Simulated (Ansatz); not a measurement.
## How far is this GaAs from the hull?

Level of theory: DFT PBE, scalar-relativistic, plane waves, PAW (Ansatz 0.2.0). Settings: cutoff 420 eV, Γ-centred meshes spaced at most about 0.3 Å⁻¹, and about 0.25 Å⁻¹ or finer for metals (2π included), Gaussian smearing. No spin polarisation.

Formation energies are uncorrected and refer to the elements' standard structures at the same level.

These are static total energies at zero pressure. The reference form of As is held partly by dispersion forces, which this level lacks.

The competitors are the elements and 1 reference phase of this chemical system (from databases or known types: GaAs), relaxed at the same level; other known phases may be missing.

The candidate was reached from: ordered vacancies on the cation sites of antifluorite.

```
Ga As
1.0
     3.75399    0.00000    0.00000
     0.00000    3.75399    0.00000
     0.00000    0.00000    6.87258
Ga As
2 2
Cartesian
  1.8770 1.8770 1.7181
  1.8770 1.8770 5.1544
  0.0000 1.8770 0.0000
  1.8770 0.0000 3.4363
```

Question: Where does it stand against these competitors?

Answer: Not the lowest form: another structure of the same formula lies lower. Its formation energy is 0.121 eV/atom. The lowest competing phase at this composition is this:

```csv
phase,space group,source,share of atoms,ΔE_f (eV/atom)
GaAs,F-43m (No. 216),COD,1.0000,-0.352
```

The candidate lies 0.47 eV/atom above this phase. The candidate matches no cell in the subsets of the Crystallography Open Database and the Materials Project at hand. A phase this far over the hull is unlikely to be made.
